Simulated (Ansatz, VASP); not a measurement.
## One calculation of V, two programs

```
V
1.0
     2.61448    0.00000    0.00000
    -1.30724    2.26420    0.00000
     0.00000    0.00000    4.68887
V
2
Direct
  0.33333 0.66667 0.25000
  0.66667 0.33333 0.75000
```

Alike in both runs: functional PBE; k mesh 16 × 16 × 9; occupations fermi-dirac, width 0.1 eV; no spin polarisation.

Ansatz relaxed the structure, and its values are those at the end. VASP's run is a single point on that final structure, the one shown.

|  | VASP | Ansatz |
| --- | --- | --- |
| version | VASP 6.6.1 | Ansatz 0.2.0 |
| potentials or method | VASP PAW PBE potentials, release 64 (V_sv), cutoff 520 eV | all-electron LAPW, scalar-relativistic |

|  | VASP | Ansatz | Ansatz less VASP |
| --- | --- | --- | --- |
| pressure (GPa) | 0.1 | -0.2 | -0.25 |

Ansatz ran all-electron here, so the differences hold the error of VASP's frozen core and of both bases.
